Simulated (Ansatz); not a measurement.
Input and command of a calculation in Ansatz (plane waves; scalar-relativistic PAW potentials unless the input names others):

```yaml
crystal:
  lattice:
    - [2.5550292445, 0.0, 0.0]
    - [-1.2775146223, 2.2127202332, 0.0]
    - [0.0, 0.0, 2.4046955302]
  atoms:
    - { symbol: Si, position: [0.0, 0.0, 0.0] }
basis:
  ecutwfc: 420
kpoints:
  mp_grid: { grid: [24, 24, 20] }
hamiltonian:
  xc: pbe
scf:
  occupations: { method: gaussian, width: 0.15 }
  eigensolver: { kind: davidson }
output:
  forces: true
  eigenvalues: true
  stress: true
```

```bash
ansatz run input.yaml --threads 1 --pin off --max-ram 2560MiB --backend cpu --events-out ev --progress --plain --runs-dir out
```

Abridged log:
```
Pseudopotentials: kind: paw
Pseudopotential: Si, paw, valence charge 4, recommended cutoff 420 eV (normal)
Functional definition: PBE
Crystal: 1 atom, lattice volume = 13.595 Å³
Basis set: ecut = 420 eV, 255 PW (Γ), exchange–correlation on 36×36×36 points (8 copies of the dense FFT grid, shifted against one another)
Bands: 6, of which v1, the nominal top of the filled ones, is band 2 counted from 1 (1 counted from 0)
Symmetry: 24 space group operations
Space group: P6/mmm (ITA 191), of the structure as read, at distance tolerance 2.4e-5 Å
k-points: 671 of 11520
Initial density: superposition of atomic densities (neutral atoms: chi_scale 0, normalization atom), corrected by the library's trained network
Initial wavefunctions: pseudopotential atomic-orbital guess
Functional: x = pbe(κ = 0.804, μ = 0.21951497), c = pbe(β = 0.06672455)
SCF iter   1: F=—  HF=-635.446283 eV  |F-HF|=—  |Δ(HF+E_count)|=         —  Δρ=2.22e-3  dr2=5.24e-4  ethr=1.77e-3  ⟨swp⟩=6.2  Hψ=19420  notcnv=3
SCF iter   2: F=—  HF=-635.446210 eV  |F-HF|=—  |Δ(HF+E_count)|=   7.34e-5  Δρ=9.38e-4  dr2=8.12e-5  ethr=1.31e-5  ⟨swp⟩=2.0  Hψ=5532  notcnv=0  defer=7
SCF iter   3: F=—  HF=-635.446200 eV  |F-HF|=—  |Δ(HF+E_count)|=   9.81e-6  Δρ=9.59e-5  dr2=5.48e-7  ethr=1.33e-8  ⟨swp⟩=3.7  Hψ=12880  notcnv=0  defer=2
SCF iter   4: F=-635.446201 eV  HF=-635.446201 eV  |F-HF|=2.89e-9  |Δ(HF+E_count)|=   5.80e-7  Δρ=1.19e-5  dr2=1.44e-8  ethr=1.33e-8  ⟨swp⟩=2.0  Hψ=5432  notcnv=0  defer=2
SCF iter   5: F=-635.446201 eV  HF=-635.446201 eV  |F-HF|=1.45e-10  |Δ(HF+E_count)|=  5.38e-10  Δρ=1.71e-6  dr2=1.53e-10  ethr=3.59e-10  ⟨swp⟩=2.3  Hψ=5678  notcnv=0  defer=1
SCF iter   6: F=-635.446201 eV  HF=-635.446201 eV  |F-HF|=9.09e-13  |Δ(HF+E_count)|=  2.84e-10  Δρ=2.13e-7  dr2=2.20e-12  ethr=3.83e-12  ⟨swp⟩=3.7  Hψ=7378  notcnv=0  defer=1
the search or the solves at the SCF's close seem to have found levels that the self-consistency loop had missed (the run counts 11). By its estimate they hold under 1e-12 electrons; where the run keeps them, the occupations were computed again with them
SCF 1 converged in 6 iterations: F = -635.446201 eV  dr2 = 2.20e-12
  Residual-converged pass: ⟨swp⟩=1.2  Hψ=4159  notcnv=0  max |occ|·‖R‖ = 6.6e-6 eV (tolerance 6.7e-6 eV) dr2=2.22e-12  dr2_onsite=3.38e-13  max |Δocc| = 8.0e-11
SCF converged after 6 iterations
Free energy (F): -635.446201 eV
Harris-Foulkes:  -635.446201 eV  (|F-HF|=9.09e-13)
Internal energy: -635.441773 eV  (E = F + TS)
E sigma→0 (E₀):  -635.443987 eV
Entropy (-TS):   -0.004427 eV (-4.427 meV/atom)
Fermi energy:    11.333565 eV
--- Forces (eV/Å), atoms counted from 1 ---
  atom   1  Si     0.00000000     0.00000000     0.00000000
--- Stress (GPa, compression-positive) ---
       13.770416       0.000000       0.000000
        0.000000      13.770416       0.000000
        0.000000       0.000000      15.024695
  P = ⅓ Tr σ = 14.1885 GPa (141.885 kbar)
```

Apart from outputs and empty bands, the input differs from a reference run on usual settings in scf.eigensolver.kind: not typed → "davidson". The reference, at the same geometry (not necessarily relaxed), gave pressure 14.19 GPa, largest force 0.000 eV/Å, no gap on the mesh. This run converged in 6 SCF iterations (reference: 6) with an energy at zero smearing within 0.01 meV/atom of the reference's, pressure 14.19 GPa, largest force 0.000 eV/Å, no gap on the mesh.

The run took 4.9 s on 1 thread of Intel(R) Xeon(R) Processor @ 2.70GHz, with other jobs on the host, peak memory 0.33 GiB.